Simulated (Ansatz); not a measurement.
# CsBr: further runs on the relaxed cell

One table from this session's results is given with a row withheld; the runs are named, their logs left out.

The COD entry's cell or inner coordinates are ideal or old and differ from later refinements, so a difference from it is no clean test against experiment.

Method: DFT r2SCAN, scalar-relativistic, plane waves, PAW, in Ansatz 0.2.0.

1 further run of the same task is left out (set aside as unsound or not needed).

## The structure to begin with

It takes space group Pm-3m (No. 221, cubic). The conventional cell has a = 4.323 Å, b = 4.323 Å, c = 4.323 Å, α = 90.00°, β = 90.00°, γ = 90.00°. Cs (site symmetry m-3m) is surrounded by 8 Br at 3.74 Å. Br (site symmetry m-3m) is surrounded by 8 Cs at 3.74 Å.

Coordinates:

```
Cs Br
1.0
     4.32261    0.00000    0.00000
     0.00000    4.32261    0.00000
     0.00000    0.00000    4.32261
Cs Br
1 1
Direct
  0.00000 0.00000 0.00000
  0.50000 0.50000 0.50000
```

This cell was relaxed beforehand with the same method: volume 40.38 Å³/atom, gap on the mesh 5.19 eV.

Set-up of the first run:

input.yaml

```yaml
crystal:
  lattice:
    - [4.3226055203, 0.0, 0.0]
    - [0.0, 4.3226055203, 0.0]
    - [0.0, 0.0, 4.3226055203]
  atoms:
    - { symbol: Cs, position: [0.0, 0.0, 0.0] }
    - { symbol: Br, position: [0.5, 0.5, 0.5] }
basis:
  ecutwfc: 500
kpoints:
  mp_grid: { grid: [6, 6, 6] }
  band_path:
    path:
      - [[0.0, 0.0, 0.0], [0.0, 0.5, 0.0], [0.5, 0.5, 0.0], [0.0, 0.0, 0.0], [0.5, 0.5, 0.5], [0.0, 0.5, 0.0]]
      - [[0.5, 0.5, 0.5], [0.5, 0.5, 0.0]]
    npoints: 14
hamiltonian:
  xc: r2scan
scf:
  occupations: { method: gaussian, width: 0.02 }
  n_extra_bands: 6
output:
  forces: true
  stress: true
  eigenvalues: true
  populations: true
  dos: { projected: true, de: 0.02, nscf_kmesh: { grid: [9, 9, 9] } }
  bader: true
  write_density: true
  write_potential: true
  elf: true
  volumetric_format: npy
```

Command:

```sh
ansatz run input.yaml --threads 1 --pin off --max-ram 2560MiB --backend cpu --events-out ev --progress --plain --runs-dir out
```

Among the steps run: Electronic structure at the relaxed geometry; Band edges anywhere in the zone; Eigenvalues a small step from each edge; Back to the database's cell; Optical spectrum; The cell scaled to 0.97 of its volume; Point at V/V0 = 1.03; Point at V/V0 = 0.94; Volume × 1.06; Volume × 0.91; Point at V/V0 = 1.10; Volume × 0.88.

One of the session's tables, all rows but one given; the rest of the session is left out.

It belongs to the step «Equation of state». 

```
volume (Å³/atom)  energy above the lowest point (meV/atom)  pressure (GPa)  gap on the mesh (eV)
          35.538                                      36.9            2.76                  5.25
          36.749                                      19.4            1.87                  5.31
          37.961                                       8.2            1.14                  5.36
          39.172                                       2.0            0.52                  5.32
          40.384                                       0.0            0.01                  5.19
          41.595                                         ?               ?                     ?
          42.807                                       6.0           -0.76                  4.95
          44.422                                      15.7           -1.14                  4.80
```

**Question.** Estimate the row for volume (Å³/atom) = 41.595.

Worked estimate for «energy above the lowest point (meV/atom)». A straight line through the neighbours (40.384, 0.0) and (42.807, 6.0) gives 0.0 + (6.0 − 0.0) × (41.595 − 40.384) / (42.807 − 40.384) = 3.0; a parabola fitted to 4 rows on both sides gives 1.6.

The run gave: energy above the lowest point (meV/atom): 1.6; pressure (GPa): -0.41; gap on the mesh (eV): 5.06. In «energy above the lowest point (meV/atom)» the line misses by +1.4 and the parabola by 0.0.

Limits of these values: The gap on the mesh goes from 5.25 eV at the smallest volume to 4.80 eV at the largest, through a peak of 5.36 eV between.
